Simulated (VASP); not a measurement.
## BN in VASP 6.6.1, single-point calculation

INCAR

```
ENCUT = 520
ISIF = 2
ISMEAR = 0
PREC = Single
IBRION = -1
NELM = 120
LASPH = .TRUE.
ALGO = Normal
NSW = 0
NBANDS = 11
EDIFF = 1E-7
SIGMA = 0.01
LWAVE = .FALSE.
METAGGA = R2SCAN
LREAL = .FALSE.
LCHARG = .FALSE.
```

KPOINTS

```
KPOINTS created by Atomic Simulation Environment
0
Gamma
12 12 12
0 0 0
```

POSCAR

```
B  N
 1.0000000000000000
     0.0000000000000000    1.8048254637186480    1.8048254637186480
     1.8048254637186480   -0.0000000000000000    1.8048254637186480
     1.8048254637186480    1.8048254637186480    0.0000000000000000
 B   N
   1   1
Cartesian
  0.0000000000000000  0.0000000000000000 -0.0000000000000000
  0.9024127318593240  0.9024127318593240  0.9024127318593240
```

The recommended PBE PAW datasets give the neutral cell 8 valence electrons.

Command

```
mpirun -np 1 vasp_std
```

Question: Predict the outcome of this run.

Answer: It converged. Results: gap between bands v and c on the k mesh 4.98 eV; least direct gap on the k mesh 9.55 eV; pressure 1.1 GPa. Band v is the last that the valence electrons fill when counted band by band, and c is the next.

OSZICAR

```
N       E                     dE             d eps       ncg     rms          rms(c)
DAV:   1     0.670323794984E+01    0.67032E+01   -0.53987E+03  1616   0.758E+02
DAV:   2    -0.218835351764E+02   -0.28587E+02   -0.27743E+02  1879   0.169E+02
DAV:   3    -0.224185921776E+02   -0.53506E+00   -0.53419E+00  1884   0.197E+01
DAV:   4    -0.224192591766E+02   -0.66700E-03   -0.66699E-03  1707   0.779E-01
DAV:   5    -0.224192598142E+02   -0.63764E-06   -0.63765E-06  1809   0.241E-02    0.664E+00
DAV:   6    -0.191766922517E+02    0.32426E+01   -0.18697E+00  1584   0.796E+00    0.359E+00
DAV:   7    -0.191721276427E+02    0.45646E-02   -0.26612E-01  1645   0.382E+00    0.185E+00
DAV:   8    -0.191717740789E+02    0.35356E-03   -0.43224E-02  1713   0.135E+00    0.170E-01
DAV:   9    -0.191712802172E+02    0.49386E-03   -0.63114E-03  1809   0.538E-01    0.992E-02
DAV:  10    -0.191712631225E+02    0.17095E-04   -0.47648E-04  1722   0.166E-01    0.322E-02
DAV:  11    -0.191712648851E+02   -0.17626E-05   -0.42431E-05  1773   0.504E-02    0.819E-03
DAV:  12    -0.191712658410E+02   -0.95591E-06   -0.12471E-06  1746   0.101E-02    0.150E-03
DAV:  13    -0.191712659359E+02   -0.94864E-07   -0.19756E-07  1299   0.292E-03
   1 F= -.19171266E+02 E0= -.19171266E+02  d E =-.193808E-23
```

Standard output (part)

```
POSCAR found type information on POSCAR B N
 POSCAR found :  2 types and       2 ions
 LDA part: xc-table for (None), standard interpolation
 POSCAR, INCAR and KPOINTS ok, starting setup
 WAVECAR not read
 entering main loop
```

For comparison, a separate r²SCAN run of the intended cell, on usual settings and not on those above, gives a gap of 4.98 eV on its mesh and a pressure of 1.1 GPa.
